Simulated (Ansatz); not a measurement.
**InP: what the electron mass says about interband coupling**

Computed with DFT PBE, scalar-relativistic, plane waves, PAW in Ansatz 0.2.0.

Cutoff 420 eV; k points 10×10×10 on the computed 2-atom cell (Γ-centred); Gaussian smearing, width 0.02 eV; no spin polarisation.

Relaxed cell: F-43m, a = 5.960 Å, b = 5.960 Å, c = 5.960 Å, α = 90.00°, β = 90.00°, γ = 90.00°, 2 atoms in the primitive cell.

The direct gap at Γ is 0.441 eV, and at Γ the conduction band has a mass of 0.0390 mₑ and the lightest hole 0.0389 mₑ, both along x.

Use two-band k·p theory to get the Kane energy. As an exercise, what mass follows if the true gap is 1.5 times the computed one (semilocal functionals can miss by more, threefold or worse in zinc and cadmium oxides)?

Coupling to the valence top alone gives mₑ/m* = 1 + E_P/E_g, so E_P = E_g (mₑ/m* − 1) = 0.441 × (25.64 − 1) = 10.9 eV. The light hole is the mirror band, mₑ/mₗₕ = E_P/E_g − 1, and gives 11.8 eV; the spread shows what other bands add. Fits to experiment give about 15 to 31 eV for common tetrahedral semiconductors; the figure from the electron is a net one, lowered by higher conduction bands, and semilocal functionals tend to give less. The masses are differences over ±0.02 1/Å, where the band is already less curved, so E_P is about 9 % low. With E_P fixed and E_g = 0.66 eV the mass becomes 0.0574 mₑ: in this model the mass grows with the gap, in proportion where E_P ≫ E_g, which is why functionals that close gaps give light electrons. A correction that opens the gap also strengthens the coupling, so the true mass usually rises less. Remote bands and spin-orbit splitting are left out of the model.